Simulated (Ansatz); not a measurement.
**Cr: band structure with PBE**

The system is Cr.

```
Cr
1.0
    -1.48445    1.48445    1.48445
     1.48445   -1.48445    1.48445
     1.48445    1.48445   -1.48445
Cr
1
Direct
  0.00000 0.00000 0.00000
```

| Quantity | Value |
| --- | --- |
| Program | Ansatz 0.2.0 |
| Task | band structure |
| Functional | PBE |
| Potentials or basis | all-electron LAPW, scalar-relativistic |
| Cutoff | 281 eV (chosen from the basis error) |
| Basis error allowed | 0.001 eV/atom |
| k mesh | 12 × 12 × 12 |
| Occupations | fermi-dirac, width 0.05 eV |
| Spin | collinear spin, ferromagnetic start |
| Starting moments | [3.0] μB |

* Pressure: -24.8 GPa
* Band gap along the path: none (metal or under the smearing width)
* Net moment: 0.00 μB per cell
* Absolute moment: 0.00 μB per cell

Levels at the corners of the path, in eV from the Fermi level:
Spin up:
```csv
point,band 4,band 5,band 6,band 7,band 8,band 9,band 10,band 11
Γ,-42.77,-7.39,-0.71,-0.71,-0.71,1.05,1.05,21.33
H,-43.20,-3.57,-3.57,2.12,2.12,2.12,9.55,9.55
N,-42.77,-3.82,-2.02,0.87,1.02,1.32,2.45,8.56
Γ,-42.77,-7.39,-0.71,-0.71,-0.71,1.05,1.05,21.33
P,-43.07,-1.99,-1.99,-1.99,1.37,1.37,9.17,9.17
H,-43.20,-3.57,-3.57,2.12,2.12,2.12,9.55,9.55
```
Spin down:
```tsv
point	band 5	band 6	band 7	band 8	band 9	band 10
Γ	-7.39	-0.71	-0.71	-0.71	1.05	1.05
H	-3.57	-3.57	2.12	2.12	2.12	9.55
N	-3.82	-2.02	0.87	1.02	1.32	2.45
Γ	-7.39	-0.71	-0.71	-0.71	1.05	1.05
P	-1.99	-1.99	-1.99	1.37	1.37	9.17
H	-3.57	-3.57	2.12	2.12	2.12	9.55
```

Run time: 8.4 s on 2 threads of Arm Neoverse V1 (shared host), peak memory 0.33 GiB.

Caveat: the starting moments collapsed, and a magnetic state may lie lower; so large a pressure means that the cell lies far from this level's equilibrium, or that cutoff or potentials fall short; the starting moments weren't kept.
